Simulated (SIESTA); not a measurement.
Crystal: TiO2.

```xyz
12
Lattice="-2.9732 3.2874 3.2874 2.9732 -3.2874 3.2874 2.9732 3.2874 -3.2874" Properties=species:S:1:pos:R:3 pbc="T T T"
Ti    1.4866   -1.6437    1.6437
Ti    1.4866    1.6437   -1.6437
Ti    0.0000    1.6437    1.6124
Ti    2.9732    1.6437    1.6750
O     1.4875    1.6437    2.9263
O     1.4857    4.9311   -0.3611
O     0.0000    0.3609    4.9286
O     2.9732   -0.3609    1.6412
O     0.0000    3.6483    1.6462
O     1.4875   -1.6437    3.6485
O     2.9732    2.9264   -1.6412
O     1.4857    1.6437    0.3611
```

The cell is a database's computed one.

* Program: SIESTA 5.4.2
* Task: single point
* Functional: PBE
* Potentials or basis: PseudoDojo 0.4 standard (PBE files)
* Basis: DZP (energy shift 0.003 Ry; two zetas on semicore shells)
* Grid cutoff: 800 Ry
* Energy shift: 0.003 Ry
* k mesh: 6 × 6 × 6
* Occupations: fermi-dirac, width 0.05 eV
* Spin: no spin polarisation

On this cell: pressure 1.7 GPa; largest force 0.022 eV/Å; band gap on the k mesh 1.73 eV.

The same run follows on a disturbed copy (atoms moved at random, drawn with an rms of 0.05 Å):

```xyz
12
Lattice="-2.9732 3.2874 3.2874 2.9732 -3.2874 3.2874 2.9732 3.2874 -3.2874" Properties=species:S:1:pos:R:3 pbc="T T T"
Ti    1.5077   -1.6673    1.6262
Ti    1.4396    1.6441   -1.6467
Ti    0.0143    1.6395    1.6106
Ti    2.9885    1.6224    1.7053
O     1.4886    1.6643    2.9428
O     1.4986    5.0124   -0.3937
O    -0.0073    0.3354    4.9323
O     2.9734   -0.3837    1.6382
O    -0.0195    3.6555    1.6106
O     1.5467   -1.6121    3.5858
O     3.0093    2.9436   -1.6509
O     1.5037    1.6254    0.3731
```

Q: What changes?

A: The energy moves by +12.4 meV/atom; pressure 1.8 GPa; largest force 1.463 eV/Å; band gap on the k mesh 1.67 eV.

Forces in eV/Å, atoms in the order of the input:
```
Ti  -1.393 -0.037  0.447
Ti   1.348 -0.165  0.265
Ti   0.018 -0.115 -0.458
Ti  -0.212  0.133 -0.409
O    0.285 -0.035 -0.263
O   -0.065 -0.440  0.132
O    0.188  0.184 -0.231
O    0.227  0.595 -0.031
O    0.337  0.160  0.009
O   -0.494 -0.267  0.700
O   -0.409 -0.161  0.074
O    0.172  0.146 -0.232
```

Stress tensor (GPa, compression positive):
```
 3.06 -0.52  0.35
-0.52  1.11 -0.23
 0.35 -0.23  1.23
```

Caveats: the basis of atomic orbitals isn't converged, which shifts pressures, moduli and gaps.

A k mesh can miss the band edges.
